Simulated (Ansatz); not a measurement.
The system is FeO.

```
Fe O
1.0
     0.00000    2.15540    2.15540
     2.15540    0.00000    2.15540
     2.15540    2.15540    0.00000
Fe O
1 1
Direct
  0.00000 0.00000 0.00000
  0.50000 0.50000 0.50000
```

Alike in all runs: program Ansatz 0.2.0; functional PBE; potentials or basis Ansatz PAW; cutoff 420 eV (not typed: the program's choice for these potentials); k mesh 11 × 11 × 11; occupations fermi-dirac, width 0.05 eV.

The same cell was started in several ways:

```tsv
start	free energy over the lowest (meV/atom)	net moment (μB)	site or absolute moments (μB)	gap
collinear spin, ferromagnetic start of up to 4.5 μB	0.0	4.00	Fe +3.45; O +0.32	none (metal or under the smearing width)
collinear spin, random start of up to 2.68 μB	0.0	-4.00	Fe -3.45; O -0.32	none (metal or under the smearing width)
no spin polarisation	704.6	-	-	none (metal or under the smearing width)
collinear spin, ferromagnetic start of up to 3 μB	0.0	4.00	Fe +3.45; O +0.32	none (metal or under the smearing width)
```

Allowing spin polarisation gains 705 meV/atom. A still lower state may exist.

Caveats: semilocal functionals often make such compounds metallic where correlation or magnetic order opens a gap, which also shifts bond lengths; a cell with one magnetic atom can't hold antiferromagnetic order, which such compounds often take (some runs).
